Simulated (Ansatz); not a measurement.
The system is Zn.

```
Zn
1.0
     2.67000    0.00000    0.00000
    -1.33500    2.31229    0.00000
     0.00000    0.00000    4.96600
Zn
2
Direct
  0.66667 0.33333 0.75000
  0.33333 0.66667 0.25000
```

```yaml
Program: Ansatz 0.2.0
Task: single point
Functional: PBE
Potentials_or_basis: Ansatz PAW
Cutoff: "420 eV (not typed: the program's choice for these potentials)"
k_mesh: 11 × 11 × 6
Occupations: fermi-dirac, width 0.05 eV
Spin: no spin polarisation
```

On this cell: pressure -0.7 GPa; largest force under 0.003 eV/Å; band gap on the k mesh none (metal or under the smearing width).

The same run follows on a disturbed copy (atoms moved at random, drawn with an rms of 0.05 Å):

```
Zn
1.0
     2.67000    0.00000    0.00000
    -1.33500    2.31229    0.00000
     0.00000    0.00000    4.96600
Zn
2
Direct
  0.66542 0.31974 0.74893
  0.32257 0.68013 0.25107
```

**Question.** What changes?

**Answer.** The energy (extrapolated to zero smearing) moves by +1.0 meV/atom; pressure -0.6 GPa; largest force 0.048 eV/Å; band gap on the k mesh none (metal or under the smearing width).

Forces in eV/Å, atoms in the order of the input:
```
Zn  -0.027  0.032  0.024
Zn   0.027 -0.032 -0.024
```

Stress tensor (GPa, compression positive):
```
-0.32 -0.06 -0.01
-0.06 -0.43  0.01
-0.01  0.01 -1.15
```
